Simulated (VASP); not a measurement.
La: single point with PBE

Crystal: La.

```xyz
2
Lattice="3.7500 0.0000 0.0000 -1.8750 3.2476 0.0000 0.0000 0.0000 6.0700" Properties=species:S:1:pos:R:3 pbc="T T T"
La    1.8750    1.0825    4.5525
La    0.0000    2.1651    1.5175
```

This isn't the form of La at room conditions, which is double hcp.

```yaml
Program: VASP 6.6.1
Task: single point
Functional: PBE
Potentials_or_basis: VASP PAW PBE potentials, release 64 (La)
Cutoff: 520 eV
k_mesh: 8 × 8 × 5
Occupations: fermi-dirac, width 0.05 eV
Spin: no spin polarisation
Further_INCAR_settings: ALGO = Normal; EDIFF = 1e-07; NBANDS = 18
```

```json
{"Pressure": "0.7 GPa", "Band gap on the k mesh": "none (metal or under the smearing width)"}
```

Stress tensor (GPa, compression positive):
```
0.86 0.00 0.00
0.00 0.86 0.00
0.00 0.00 0.52
```

Levels at points of the mesh, in eV from the Fermi level:
| k point | band 9 | band 10 | band 11 | band 12 | band 13 | band 14 |
| --- | --- | --- | --- | --- | --- | --- |
| (0.00, 0.00, 0.00) | -3.17 | -1.75 | 1.10 | 1.33 | 1.33 | 1.55 |
| (0.50, 0.00, 0.00) | -1.60 | -1.15 | -1.15 | 1.20 | 1.24 | 1.31 |

Run time: 2.2 min on 1 thread of AMD EPYC 7R43 64-Core Processor (Zen 3) (shared host), peak memory 0.16 GiB.

Spin-orbit coupling is left out, which matters for the levels of La.
